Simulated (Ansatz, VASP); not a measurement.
# Pt in VASP and in Ansatz

```
Pt
1.0
     2.71069    0.00000    0.00000
    -1.35534    2.34752    0.00000
     0.00000    0.00000    4.70538
Pt
2
Direct
  0.66667 0.33333 0.75000
  0.33333 0.66667 0.25000
```

This isn't the form of Pt at room conditions, which is fcc.

Alike in both runs: task single point; functional r2SCAN; k mesh 10 × 10 × 5; occupations fermi-dirac, width 0.1 eV; no spin polarisation.

|  | VASP | Ansatz |
| --- | --- | --- |
| version | VASP 6.6.1 | Ansatz 0.2.0 |
| potentials or method | VASP PAW PBE potentials, release 64 (Pt) | plane waves, PAW |
| plane-wave cutoff (eV) | 520 | 762 |
| valence electrons in the cell | 20 | 36 |

VASP gave:

| Item | Value |
| --- | --- |
| pressure (GPa) | 9.4 |
| largest component of the traceless stress (GPa) | 1.34 |

Task: Which values does Ansatz return?

Result: Pressure (GPa): 8.6; largest component of the traceless stress (GPa): 1.10.

The functional is the same, so the differences come from potentials, cutoffs and numerics. The two sets of potentials don't hold the same shells in valence. Ansatz warned: «stress_scf_threshold_loose».

Caveats: the PAW data sets were made with another functional, which shifts forces and pressure a little (VASP). The runs have no spin-orbit coupling, so splittings on Pt are missing.
